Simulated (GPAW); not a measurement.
# Ge (P6_3/mmc) in GPAW: single point with PBE

Aim: the single point of Ge with PBE.

All numbers are computed with GPAW 26.7.0; they aren't measurements. Logs are shortened: lines on timing, memory, paths and dates and some standing lists are left out, and cuts for length are marked. The log counts tension as positive stress, the text compression.

### 1 Starting point

It takes space group P6_3/mmc (No. 194, hexagonal). Conventional cell: a = 3.998 Å, b = 3.998 Å, c = 6.599 Å, α = 90.00°, β = 90.00°, γ = 120.00°. Ge (site symmetry 3m) has 4 Ge at 2.45 to 2.47 Å as nearest neighbours.

This isn't the form of Ge at room conditions, which is diamond.

### 2 Single point, PBE

File Ge.cif:

```cif
data_Ge
_cell_length_a 3.99758584
_cell_length_b 3.99758584
_cell_length_c 6.59937795
_cell_angle_alpha 90.00000000
_cell_angle_beta 90.00000000
_cell_angle_gamma 120.00000000
_space_group_name_H-M_alt 'P1'
_space_group_name_Hall 'P 1'
_space_group_IT_number 1
loop_
_space_group_symop_operation_xyz
'x,y,z'
loop_
_atom_site_label
_atom_site_type_symbol
_atom_site_symmetry_multiplicity
_atom_site_Wyckoff_symbol
_atom_site_fract_x
_atom_site_fract_y
_atom_site_fract_z
_atom_site_occupancy
Ge1 Ge 1 a 0.3333333333 0.6666666667 0.9370987500 1
Ge2 Ge 1 a 0.6666666667 0.3333333333 0.4370987500 1
Ge3 Ge 1 a 0.3333333333 0.6666666667 0.5629012500 1
Ge4 Ge 1 a 0.6666666667 0.3333333333 0.0629012500 1
```

Potentials or basis: GPAW PAW data sets (gpaw-data 1.2.1), pw.

Started as:

```sh
> OMP_NUM_THREADS=1 gpaw run Ge.cif -p 'mode=PW(600),xc=PBE,kpts={size:(8,8,4),gamma:True},occupations={name:fermi-dirac,width:0.05},nbands=18,convergence={density:1e-05,energy:1e-05},maxiter=150,txt=gpaw.txt' --properties efs -w gs.gpw
```

The program printed:

```text
__  _  _
 | _ |_)|_||  |
 |__||  | ||/\| - 26.7.0

Input parameters:
  mode=PW(ecut=600.0),
  convergence={'density': 1e-05, 'energy': 1e-05},
  kpts=MonkhorstPack(size=[8, 8, 4], gamma=True),
  maxiter=150,
  nbands=18,
  occupations=Occupations(name='fermi-dirac', width=0.05),
  xc=XC(name='PBE')

Diagonalizing LCAO Hamiltonian
Converting LCAO to pw mode

        Ge

        Ge
            Ge

            Ge

Atoms  # Å, Bohr magnetons
|   | symbol |         x |        y |        z |    initial magnetic moments |
|---|--------|-----------|----------|----------|-----------------------------|
| 0 |     Ge | -0.000000 | 2.308007 | 6.184269 | ( 0.0000,  0.0000,  0.0000) |
| 1 |     Ge |  1.998793 | 1.154004 | 2.884580 | ( 0.0000,  0.0000,  0.0000) |
| 2 |     Ge | -0.000000 | 2.308007 | 3.714798 | ( 0.0000,  0.0000,  0.0000) |
| 3 |     Ge |  1.998793 | 1.154004 | 0.415109 | ( 0.0000,  0.0000,  0.0000) |

Unit cell  # Å
| periodic |         x |        y |        z |  lengths |     angles |
|----------|-----------|----------|----------|----------|------------|
|      yes |  3.997586 | 0.000000 | 0.000000 | 3.997586 |  90.000000 |
|      yes | -1.998793 | 3.462011 | 0.000000 | 3.997586 |  90.000000 |
|      yes |  0.000000 | 0.000000 | 6.599378 | 6.599378 | 120.000000 |

Number of symmetries: 12
Symmetry operations  # r_c * U_cc + t_c -> r_c
|    | kind |            matrix            |
|----|------|------------------------------|
|  0 |  σ   |  1, 1, 0,  0,-1, 0,  0, 0, 1 |
|  1 |  S6  |  1, 1, 0, -1, 0, 0,  0, 0,-1 |
|  2 |  E   |  1, 0, 0,  0, 1, 0,  0, 0, 1 |
|  3 |  C2  |  1, 0, 0, -1,-1, 0,  0, 0,-1 |
|  4 |  C2  |  0, 1, 0,  1, 0, 0,  0, 0,-1 |
|  5 |  C3  |  0, 1, 0, -1,-1, 0,  0, 0, 1 |
|  6 |  S6  |  0,-1, 0,  1, 1, 0,  0, 0,-1 |
|  7 |  σ   |  0,-1, 0, -1, 0, 0,  0, 0, 1 |
|  8 |  σ   | -1, 0, 0,  1, 1, 0,  0, 0, 1 |
|  9 |  i   | -1, 0, 0,  0,-1, 0,  0, 0,-1 |
| 10 |  C3  | -1,-1, 0,  1, 0, 0,  0, 0, 1 |
| 11 |  C2  | -1,-1, 0,  0, 1, 0,  0, 0,-1 |

BZ-sampling:
  Number of BZ points: 256
  Number of IBZ points: 35

  Monkhorst-Pack size: [8, 8, 4]
  Monkhorst-Pack shift: [0.0625, 0.0625, 0.125]

K-points  # in reciprocal-cell coordinates
|     |                                coordinates |     weight |
|-----|--------------------------------------------|------------|
|   0 | (  0.00000000,   0.00000000,   0.00000000) | 0.00390625 |
|   1 | (  0.00000000,   0.00000000,   0.25000000) | 0.00781250 |
|   2 | (  0.00000000,   0.00000000,   0.50000000) | 0.00390625 |
|   3 | (  0.12500000,   0.00000000,  -0.25000000) | 0.02343750 |
|   4 | (  0.12500000,   0.00000000,   0.00000000) | 0.02343750 |
|   5 | (  0.12500000,   0.00000000,   0.25000000) | 0.02343750 |
|   6 | (  0.12500000,   0.00000000,   0.50000000) | 0.02343750 |
|   7 | (  0.25000000,  -0.12500000,   0.00000000) | 0.02343750 |
|   8 | (  0.25000000,  -0.12500000,   0.25000000) | 0.04687500 |
|   9 | (  0.25000000,  -0.12500000,   0.50000000) | 0.02343750 |
| ... |                                            |            |
|  34 | (  0.50000000,   0.50000000,   0.50000000) | 0.01171875 |

Plane wave coefficients: 3070
Cutoff: 600.0 eV

Spin-components: 1 (collinear spins)
Bands:           18
Projectors:      20
Spin-degeneracy: 2
Datatype:        complex128

Parallelization:
  kpt:    1
  domain: 1
  band:   1

Density:
  Valence electrons: 16.0
  Components: 1
  Grid points: [24 24 40]
  Charge: 0.0  # |e|

Potential:
  Grid points: [24 24 40]

species:
  Ge:
    name:    Germanium
    Z:       32.0
    valence: 4
    core:    28
    charge:  0.0  # [|e|]
    compensation charges:
      type: gauss
      rc: 0.32  # [Å]
      lmax: 2
    cutoffs:
      filter: 1.77  # [Å]
      core: 3.42  # [Å]
    projectors
    | kind |    occ | energy [eV] | rcut [Å] |
    |------|--------|-------------|----------|
    |   4s |  2.000 |     -11.726 |    1.005 |
    |   4p |  2.000 |      -3.896 |    1.005 |
    |    s |        |      15.485 |    1.005 |
    |    p |        |      23.315 |    1.005 |
    |    d |        |       0.000 |    1.005 |

    Using partial waves for Ge as LCAO basis

Reference energy: -228390.551410  # eV

eigensolver:
  PPCG
  Converge bands: occupied
  niter=2

density mixing:
  MSR1-Mixer
  Pratt-step length: 0.05
  Maximum mixing coefficient: 0.75
  Old densities: 10
  SVD Regularization: 0.005
  Good broyden scale: 1.0
  Trust region scale: 1.0
  Backstep threshold: 4.0
  History deletion threshold: 6.0
  Fourier metric: weight=20.0, sigma=0.015

occupation numbers:
  Fermi-Dirac:
    width: 0.0500  # eV

poisson solver:
  ecut: 4800.0  # eV

xc functional:
  name: PBE with 2 nearest neighbor stencil

convergence criteria:
- Maximum integral of absolute [dens]ity change: 1e-05 electrons / valence electron
- Maximum [total energy] change in last 3 cyles: 1e-05 eV / valence electron
- Maximum integral of absolute [eigenst]ate change: 4e-08 eV^2 / valence electron
maximum number of iterations: 150

SCF iterations
|iter     | |      energy | eigst |  dens |
|---------|-|-------------|-------|-------|
|iter:   1| |  -18.022683 | -0.45 |       |
|iter:   2| |  -18.017541 | -2.71 | -0.91 |
|iter:   3| |  -17.954384 | -2.62 | -0.93 |
|iter:   4| |  -17.954595 | -3.56 | -1.53 |
|iter:   5| |  -17.954850 | -5.09 | -2.44 |
|iter:   6| |  -17.954870 | -6.48 | -3.11 |
|iter:   7| |  -17.954871c| -7.49c| -3.69 |
|iter:   8| |  -17.954871c| -8.00c| -4.80 |
|iter:   9| |  -17.954871c| -8.76c| -5.15c|

Converged in 9 steps
Energy contributions relative to reference atoms: (reference = -228390.551410)

Energy contributions:
  Kinetic:          49.898296
  Coulomb:         -44.596415
  Zero:              0.011098
  External:          0.000000
  Xc:              -23.267223
  Entropy:          -0.001254
  Spinorbit:         0.000000
  ----------------------------
  Free energy:     -17.955498
  Extrapolated:    -17.954871

dipole moment: (0.000248, 0.000430, 0.000819)  # |e|*Ang

Fermi level: 5.988
Eigenvalues  # (at kpt = [0.000, 0.000, 0.000])
| band index |      eig [eV] | occ [0-2] |
|------------|---------------|-----------|
|          0 |        -6.819 |     2.000 |
|          1 |        -4.797 |     2.000 |
|          2 |        -1.661 |     2.000 |
|          3 |         4.459 |     2.000 |
|          4 |         4.459 |     2.000 |
|          5 |         5.780 |     1.969 |
|          6 |         5.878 |     1.799 |
|          7 |         5.989 |     0.992 |
|          8 |         6.060 |     0.382 |
|          9 |         6.060 |     0.382 |
|         10 |         8.208 |     0.000 |
|         11 |         8.208 |     0.000 |
|         12 |         8.700 |     0.000 |
|         13 |        10.500 |     0.000 |
|         14 |        10.500 |     0.000 |
|        ... |               |           |
|         17 |        13.267 |     0.000 |

No gap
No difference between direct/indirect transitions

Forces  # eV/Ang
|        x |        y |        z |
|----------|----------|----------|
| -0.00000 | -0.00000 | -0.01486 |  # Ge   0
|  0.00000 |  0.00000 | -0.01486 |  # Ge   1
| -0.00000 |  0.00000 |  0.01486 |  # Ge   2
|  0.00000 |  0.00000 |  0.01486 |  # Ge   3

Stress tensor  # eV/Ang^3
|         x |         y |         z |
|-----------|-----------|-----------|
| -0.020458 |  0.000000 |  0.000000 |
|  0.000000 | -0.020458 |  0.000000 |
|  0.000000 |  0.000000 | -0.018627 |

# Writing to gs.gpw (mode='')
```

Run time: 27 s. Hardware: 1 thread of Intel Xeon Platinum 8488C (Sapphire Rapids), shared host; peak memory 0.2 GiB.

Results:

| Quantity | Value |
| --- | --- |
| Free energy | -17.9555 eV |
| Pressure | 3.2 GPa |
| Largest force | 0.015 eV/Å |
| Band gap on the k mesh | none (metal or under the smearing width) |

Forces in eV/Å, atoms in the order of the input:
```
Ge   0.000  0.000 -0.015
Ge   0.000  0.000 -0.015
Ge   0.000  0.000  0.015
Ge   0.000  0.000  0.015
```

Stress tensor (GPa, compression positive):
```
3.28 0.00 0.00
0.00 3.28 0.00
0.00 0.00 2.98
```
